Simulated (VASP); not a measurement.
# TaSi2 (P6_222) in VASP: notebook

Runs on TaSi2. Level: PBEsol. Tasks: phonons, optical spectrum, density of states, electric field gradients, core levels.

Program: VASP 6.6.1. These are calculated values, not measurements. Logs are shortened: lines on timing, memory, paths and dates and some standing lists are left out, and cuts for length are marked.

### Step 1. The structure

Symmetry: P6_222, No. 180, hexagonal system. The conventional cell has a = 4.780 Å, b = 4.780 Å, c = 6.564 Å, α = 90.00°, β = 90.00°, γ = 120.00°. Ta (site symmetry 222) has 10 Si at 2.59 to 2.76 Å as nearest neighbours. Around Si (site symmetry 2) lie 5 Si at 2.59 to 2.76 Å and 5 Ta at 2.59 to 2.76 Å.

### Step 2. Phonons, PBEsol

Contents of POSCAR:

```
TaSi2
1.0
    4.7800000000      0.0000000000      0.0000000000
   -2.3900000000      4.1396014301      0.0000000000
    0.0000000000      0.0000000000      6.5640000000
Ta Si
3 6
Direct
    0.0000000000      0.5000000000      0.1666666667
    0.5000000000      0.5000000000      0.8333333333
    0.5000000000      0.0000000000      0.5000000000
    0.3333000000      0.1666500000      0.1666666667
    0.1666500000      0.8333500000      0.8333333333
    0.8333500000      0.6667000000      0.5000000000
    0.6667000000      0.8333500000      0.1666666667
    0.8333500000      0.1666500000      0.8333333333
    0.1666500000      0.3333000000      0.5000000000
```

Contents of INCAR.step1:

```
PREC = Accurate ; ENCUT = 600
EDIFF = 1E-8 ; ISMEAR = 0
SIGMA = 0.02 ; LREAL = F
LASPH = T ; NELM = 80
ALGO = Normal ; ISIF = 3
LWAVE = F ; LCHARG = F
GGA = PS ; IBRION = 2
NSW = 40 ; EDIFFG = -0.002
```

Contents of INCAR.step2:

```
PREC = Accurate ; ENCUT = 600
EDIFF = 1E-8 ; ISMEAR = 0
SIGMA = 0.02 ; LREAL = F
LASPH = T ; NELM = 80
ALGO = Normal ; ISIF = 2
LWAVE = F ; LCHARG = F
GGA = PS ; IBRION = 6
NFREE = 2 ; POTIM = 0.015
NSW = 1
```

Contents of KPOINTS:

```
Automatic mesh
0
Gamma
  5 5 3
```

Potentials or basis: VASP PAW PBE potentials, release 64 (Ta_pv, Si).

Command:

```sh
$ cat potpaw_PBE.64/Ta_pv/POTCAR potpaw_PBE.64/Si/POTCAR > POTCAR
$ cp INCAR.step1 INCAR
$ mpirun -np 1 vasp_std > vasp.out
$ cp CONTCAR POSCAR
$ cp INCAR.step2 INCAR
$ mpirun -np 1 vasp_std > vasp.out
```

OUTCAR:

```text
PREC = Accurate
   ENCUT = 600
   EDIFF = 1E-8
   ISMEAR = 0
   LREAL = F
   LASPH = T
   NELM = 80
   ISIF = 2
   GGA = PS
   IBRION = 6
   NFREE = 2
   POTIM = 0.015
   NSW = 1

 ion  position               nearest neighbor table
   1  0.000  0.500  0.167-   6 2.60   9 2.60   8 2.60   5 2.60   4 2.73   7 2.73   4 2.73   7 2.73
                             7 2.82   4 2.82   3 3.23   3 3.23   2 3.23   2 3.23
   2  0.500  0.500  0.833-   6 2.60   9 2.60   7 2.60   4 2.60   5 2.73   8 2.73   5 2.73   8 2.73
                             8 2.82   5 2.82   3 3.23   3 3.23   1 3.23   1 3.23
   3  0.500  0.000  0.500-   4 2.60   5 2.60   7 2.60   8 2.60   9 2.73   6 2.73   9 2.73   6 2.73
                             9 2.82   6 2.82   2 3.23   1 3.23   2 3.23   1 3.23
   4  0.317  0.159  0.167-   9 2.54   5 2.54   3 2.60   2 2.60   7 2.63   1 2.73   1 2.73   1 2.82
                             7 2.83   7 2.83   6 3.15   8 3.15
   5  0.159  0.841  0.833-   6 2.54   4 2.54   3 2.60   1 2.60   8 2.63   2 2.73   2 2.73   2 2.82
                             8 2.83   8 2.83   9 3.15   7 3.15
   6  0.841  0.683  0.500-   5 2.54   7 2.54   1 2.60   2 2.60   9 2.63   3 2.73   3 2.73   3 2.82
                             9 2.83   9 2.83   8 3.15   4 3.15
   7  0.683  0.841  0.167-   6 2.54   8 2.54   3 2.60   2 2.60   4 2.63   1 2.73   1 2.73   1 2.82
                             4 2.83   4 2.83   9 3.15   5 3.15
   8  0.841  0.159  0.833-   9 2.54   7 2.54   3 2.60   1 2.60   5 2.63   2 2.73   2 2.73   2 2.82
                             5 2.83   5 2.83   6 3.15   4 3.15
   9  0.159  0.317  0.500-   4 2.54   8 2.54   1 2.60   2 2.60   6 2.63   3 2.73   3 2.73   3 2.82
                             6 2.83   6 2.83   7 3.15   5 3.15

  LATTYP: Found a hexagonal cell.
 ALAT       =     4.7763260291
 C/A-ratio  =     1.3674834467

  Lattice vectors:

 A1 = (   4.7763260291,   0.0000000000,   0.0000000000)
 A2 = (  -2.3881630145,   4.1364196779,   0.0000000000)
 A3 = (   0.0000000000,   0.0000000000,   6.5315467807)

Analysis of symmetry for initial positions (statically):
=====================================================================
 Subroutine PRICEL returns:
 Original cell was already a primitive cell.

 Routine SETGRP: Setting up the symmetry group for a
 hexagonal supercell.

 Subroutine GETGRP returns: Found 12 space group operations
 (whereof  4 operations were pure point group operations)
 out of a pool of 24 trial point group operations.

[... 174 lines left out ...]
  Total       -0.0157144     -0.0157144      0.0151911      0.0000000      0.0000000      0.0000000
  in kB       -0.1951072     -0.1951072      0.1886104      0.0000000      0.0000000      0.0000000
  external PRESSURE =      -0.0672013 kB  Pullay stress =       0.0000000 kB
[... 331 lines left out ...]
--------------------------------------- Ionic step        9  -------------------------------------------

 number of electron      56.9999997 magnetization

 Free energy of the ion-electron system (eV)
  ---------------------------------------------------
  ext. energy  EPLUGINS =         0.00000000
  ---------------------------------------------------
  free energy    TOTEN  =       -77.30281510 eV

  energy without entropy =      -77.30192097  energy(sigma->0) =      -77.30236804

 E-fermi :   9.3331     XC(G=0): -12.1909

 val. band max:        9.3217905250   @ k =   0.6000  -0.4000   0.3333
 cond. band min:       9.4575583042   @ k =  -0.2000   0.2000   0.3333
 fundamental gap:      0.1357677793
 Fermi energy:         9.3330780103

 k-point     1 :       0.0000    0.0000    0.0000
  band No.  band energies     occupation
      1     -24.9274      2.00000
      2     -24.9246      2.00000
      3     -24.9198      2.00000
      4     -24.8429      2.00000
      5     -24.8418      2.00000
      6     -24.7570      2.00000
[... 877 lines left out ...]
     33      11.6756      0.00000
     34      12.1459      0.00000

 [... further k-points ...]
[... 5 lines left out ...]
  --------------------------------------------------------------------------------------
  -------------------------------------------------------------------------------------
  Total       -0.0543676      0.0244402      0.0246463      0.0245518     -0.0132590     -0.0211176
  in kB       -0.6750192      0.3034456      0.3060046      0.3048313     -0.1646219     -0.2621923
  external PRESSURE =      -0.0218564 kB  Pullay stress =       0.0000000 kB
[... 24 lines left out ...]
  FREE ENERGIE OF THE ION-ELECTRON SYSTEM (eV)
  ---------------------------------------------------
  free  energy   TOTEN  =       -77.3028150989 eV

  energy  without entropy=      -77.3019209712  energy(sigma->0) =      -77.30236804

 INTERNAL STRAIN TENSORS FROM DISPLACED ATOMS
 ============================================

 INTERNAL STRAIN TENSOR FOR ION    1 for displacements in x,y,z  (eV/Angst):
          X           Y           Z          XY          YZ          ZX
  --------------------------------------------------------------------------------
  x     0.00000     0.00000    -0.00000    -0.00000    -3.42253     5.76063
  y     0.00000     0.00000     0.00000     0.00000    -5.76063    -3.22928
  z     4.23833    -4.23833     0.00000    -2.44700     0.00000     0.00000

 INTERNAL STRAIN TENSOR FOR ION    9 for displacements in x,y,z  (eV/Angst):
          X           Y           Z          XY          YZ          ZX
  --------------------------------------------------------------------------------
  x     0.00000     0.00000     0.00000    -1.90018     3.39262     0.00000
  y     0.17965    -2.63143     2.55725     0.00000     0.00000     3.15479
  z     0.00000     0.00000     0.00000     3.09606     1.66411     0.00000

 Eigenvectors and eigenvalues of the dynamical matrix
   1 f  =   12.299149 THz    77.277834 2PiTHz  410.255459 cm-1    50.865171 meV
   2 f  =   12.299149 THz    77.277834 2PiTHz  410.255459 cm-1    50.865171 meV
   3 f  =   11.665668 THz    73.297553 2PiTHz  389.124793 cm-1    48.245304 meV
   4 f  =   11.385547 THz    71.537503 2PiTHz  379.780975 cm-1    47.086819 meV
   5 f  =   11.340858 THz    71.256715 2PiTHz  378.290319 cm-1    46.902001 meV
   6 f  =   10.899269 THz    68.482124 2PiTHz  363.560467 cm-1    45.075733 meV
[... 16 lines left out ...]
  23 f  =    4.399889 THz    27.645319 2PiTHz  146.764506 cm-1    18.196471 meV
  24 f  =    2.091325 THz    13.140184 2PiTHz   69.759101 cm-1     8.649022 meV
  25 f/i=    0.000735 THz     0.004620 2PiTHz    0.024528 cm-1     0.003041 meV
  26 f/i=    0.013675 THz     0.085923 2PiTHz    0.456153 cm-1     0.056556 meV
  27 f/i=    0.013675 THz     0.085923 2PiTHz    0.456153 cm-1     0.056556 meV

 ELASTIC MODULI CONTR FROM IONIC RELAXATION (kBar)
 Direction    XX          YY          ZZ          XY          YZ          ZX
 --------------------------------------------------------------------------------
 XX         -68.2516     53.2209     15.6773     -0.0000      0.0000     -0.0000
 YY          53.2209    -68.2516     15.6773      0.0000     -0.0000     -0.0000
 ZZ          15.6773     15.6773    -32.7033      0.0000     -0.0000      0.0000
 XY          -0.0000      0.0000      0.0000    -60.7363      0.0000     -0.0000
 YZ           0.0000     -0.0000      0.0000      0.0000   -297.7377      0.0000
 ZX          -0.0000     -0.0000      0.0000      0.0000      0.0000   -297.7376
 --------------------------------------------------------------------------------
```

It took 25 min on 1 thread of Intel Xeon Platinum 8559C (Emerald Rapids), shared host; peak memory 0.48 GiB.

Results:

- Relaxed volume: 14.34 Å³/atom
- Relaxed cell: a = 4.776 Å, b = 4.776 Å, c = 6.532 Å, α = 90.00°, β = 90.00°, γ = 120.00°
- Space group after relaxing (to 0.05 Å): P6_222 (No. 180)
- Highest phonon frequency at Γ, LO-TO splitting left out: 410 cm⁻¹

The path:
```
step  energy change (eV)  largest force (eV/Å)  pressure (GPa)  volume (Å³)
   1              0.0000                0.7558           -0.92       129.88
   2             -0.1230                0.2641            0.76       128.32
   3             -0.1277                0.1397            1.21       127.97
   4             -0.1451                0.0644           -1.40       129.79
   5             -0.1459                0.0341           -2.05       130.26
   6             -0.1533                0.0244           -2.08       130.36
   7             -0.1542                0.0586           -2.08       130.41
   8             -0.1608                0.0476           -1.16       129.80
   9             -0.1638                0.0340           -0.03       129.06
  10             -0.1639                0.0331            0.04       129.01
  11             -0.1639                0.0277            0.03       129.02
  12             -0.1641                0.0113            0.01       129.03
  13             -0.1640                0.0213           -0.03       129.07
  14             -0.1641                0.0014            0.00       129.04
  15             -0.1641                0.0006           -0.01       129.04
```

Final structure:
```
CELL_PARAMETERS angstrom
4.77633 0.00000 0.00000
-2.38816 4.13642 0.00000
0.00000 0.00000 6.53155
ATOMIC_POSITIONS crystal
Ta 0.00000 0.50000 0.16667
Ta 0.50000 0.50000 0.83333
Ta 0.50000 0.00000 0.50000
Si 0.31737 0.15869 0.16667
Si 0.15869 0.84131 0.83333
Si 0.84131 0.68263 0.50000
Si 0.68263 0.84131 0.16667
Si 0.84131 0.15869 0.83333
Si 0.15869 0.31737 0.50000
```

Phonon frequencies in cm⁻¹ (negative: imaginary):
| q point | frequencies |
| --- | --- |
| (0.000, 0.000, 0.000) | 0 0 0 70 147 147 155 155 170 227 227 233 248 266 266 302 302 302 353 353 364 364 378 380 389 410 410 |

Caveat: the PAW data sets were made with another functional, which shifts forces and pressure a little. The run has no spin-orbit coupling, so splittings on Ta are missing.

[end of part 1 of 3]
